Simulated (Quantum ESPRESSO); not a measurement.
# NiO: zone-centre phonons under several settings

```
CELL_PARAMETERS angstrom
0.00000 2.08590 2.08590
2.08590 0.00000 2.08590
2.08590 2.08590 0.00000
ATOMIC_POSITIONS crystal
Ni 0.00000 0.00000 0.00000
O 0.50000 0.50000 0.50000
```

All runs used Quantum ESPRESSO 7.5; k mesh 6 × 6 × 6, shifted; relaxed cell; collinear spin, ferromagnetic start; cutoff 612 eV; occupations fermi-dirac, width 0.05 eV.

```tsv
level	potentials	volume (Å³/atom)	pressure (GPa)	lowest optical mode without the field (cm⁻¹)
LDA	GBRV 1.5 LDA	8.30	-0.1	384
PBE	GBRV 1.5 PBE	?	-0.2	?
PBEsol	GBRV 1.5 PBEsol	8.59	-0.1	359
```

Problem. What stands in the row left open?

Solution. Volume 9.02 Å³/atom; lowest optical mode without the field 329 cm⁻¹.

Caveats: all runs use coarse meshes; the mesh is thin for the phonons of a metal.

For the row left open. Caveat: the k mesh is coarse (spacing up to 0.43 Å⁻¹), so the values aren't converged; the mesh is thin for the phonons of a metal.
